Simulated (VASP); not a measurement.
GaAs, 2 atoms in the cell. Symmetry: F-43m, No. 216, cubic system. Conventional cell: a = 5.654 Å, b = 5.654 Å, c = 5.654 Å, α = 90.00°, β = 90.00°, γ = 90.00°. Ga (site symmetry -43m) is surrounded by 4 As at 2.45 Å. As (site symmetry -43m) is surrounded by 4 Ga at 2.45 Å. 

* Program: VASP 6.6.1
* Task: relaxation of cell and atoms
* Functional: PBEsol
* Potentials or basis: VASP PAW PBE potentials, release 64 (Ga_d, As)
* Cutoff: 600 eV
* k mesh: 10 × 10 × 10
* Occupations: gaussian, width 0.03 eV
* Spin: no spin polarisation
* Further INCAR settings: ALGO = Normal; EDIFF = 1e-06; IBRION = 2; EDIFFG = -0.01; NSW = 90; ISIF = 3

Potentials or basis: VASP PAW PBE potentials, release 64 (Ga_d, As).

The run is started by

```sh
$ cat potpaw_PBE.64/Ga_d/POTCAR potpaw_PBE.64/As/POTCAR > POTCAR
$ mpirun -np 1 vasp_std > vasp.out
```

Hardware: 1 thread of AMD EPYC 9R14 (Zen 4) (shared host).

Task: How long does it take, and how much memory?

Result: Run time: 34 s on 1 thread of AMD EPYC 9R14 (Zen 4), on a shared host, peak memory 0.18 GiB. Counts: scf iterations 24, k points 47, ion steps 3.
